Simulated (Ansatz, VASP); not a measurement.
# Ni: VASP beside Ansatz

The input INCAR:

```
SYSTEM = Ni
ALGO = Normal
EDIFF = 1E-7
EDIFFG = -0.005
ENCUT = 600
GGA = RP
IBRION = 2
ISIF = 3
ISMEAR = -1
ISPIN = 2
IVDW = 12
LASPH = .True.
LCHARG = .False.
LMAXMIX = 4
LORBIT = 11
LREAL = .False.
LWAVE = .False.
MAGMOM = 1
NELM = 150
NSW = 80
PREC = Accurate
SIGMA = 0.05
```

File KPOINTS:

```
k-points
0
Gamma
  13 13 13
  0 0 0
```

Contents of POSCAR:

```
Ni
1.0
    0.0000000000      1.7375729330      1.7375729330
    1.7375729330      0.0000000000      1.7375729330
    1.7375729330      1.7375729330      0.0000000000
Ni
1
Direct
    0.0000000000      0.0000000000      0.0000000000
```

input.yaml

```yaml
crystal:
  lattice:
    - [0.0, 1.737572933, 1.737572933]
    - [1.737572933, 0.0, 1.737572933]
    - [1.737572933, 1.737572933, 0.0]
  atoms:
    - { symbol: Ni, position: [0.0, 0.0, 0.0], spin: 1.0 }
kpoints:
  mp_grid: { grid: [13, 13, 13] }
scf:
  occupations: { method: fermi_dirac, width: 0.05 }
hamiltonian:
  xc: rpbe
  dispersion: d3bj
  pseudopotentials: { kind: all_electron, lapw: { basis_error: 0.001 } }
magnetization:
  spin_polarized: true
output:
  forces: true
  stress: true
relax:
  f_tol: 0.005
  max_steps: 60
  cell: {}
```

Alike in both runs: task relaxation of cell and atoms; functional RPBE; dispersion D3(BJ); k mesh 13 × 13 × 13; occupations fermi-dirac, width 0.05 eV; collinear spin.

```csv
,VASP,Ansatz
version,VASP 6.6.1,Ansatz 0.2.0
potentials or method,"VASP PAW PBE potentials, release 64 (Ni)","all-electron LAPW, scalar-relativistic"
plane-wave cutoff (eV),600,see its input
```

VASP gave:

```
net moment per atom (μB)                                      : 0.62
size of the moment on the site where the two differ most (μB) : 0.62
relaxed volume (Å³/atom)                                      : 9.57
relaxed cell length with the largest relative difference (Å)  : 2.383
energy change over the relaxation (meV/atom)                  : -66
```

Estimate Ansatz's values.

net moment per atom (μB): 0.62; size of the moment on the site where the two differ most (μB): 0.65; relaxed volume (Å³/atom): 9.58; relaxed cell length with the largest relative difference (Å): 2.384; energy change over the relaxation (meV/atom): -65.

Site moments also hang on the region over which each program counts them. Ansatz ran all-electron here, so the differences hold the error of VASP's frozen core and of both bases.

Caveats: the PAW data sets were made with another functional, which shifts forces and pressure a little (VASP); pairwise dispersion overbinds metals, which lowers pressure and volume (VASP).
